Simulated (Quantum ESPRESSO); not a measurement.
Runs of Quantum ESPRESSO 7.5 on MnO. The structure is cubic, space group Fm-3m (No. 225). Conventional cell: a = 4.448 Å, b = 4.448 Å, c = 4.448 Å, α = 90.00°, β = 90.00°, γ = 90.00°. Mn (site symmetry m-3m) is surrounded by 6 O at 2.22 Å. O (site symmetry m-3m) has 6 Mn at 2.22 Å as nearest neighbours. The cell is a database's computed one.

```tsv
task	level	potentials or basis	cutoff (eV)	form of the LDA correlation	gap on the mesh (eV)	pressure (GPa)	moment (μB)
single point	PBE	SSSP 1.3 efficiency PBE	884	-	none	-0.1	4.80
single point	PBEsol	GBRV 1.5 PBEsol	612	-	none	-6.9	4.78
band structure	PBEsol	GBRV 1.5 PBEsol	612	-	none	-6.9	4.78
band structure	LDA	GBRV 1.5 LDA	612	PZ81	none	-16.6	(a)
```

Alike in all rows: spin collinear, ferromagnetic start; cell as given; k mesh 10 × 10 × 10; smearing fermi-dirac 0.05 eV.

**Question.** Estimate the missing entries.

**Answer.** (a) 4.60.

Caveats: a cell with one magnetic atom can't hold antiferromagnetic order, which such compounds often take; semilocal functionals often make such compounds metallic where correlation or magnetic order opens a gap, which also shifts bond lengths; so large a pressure means that the cell lies far from this level's equilibrium, or that cutoff or potentials fall short (some runs).

A gap of «none» marks a metal or a gap under the smearing width.
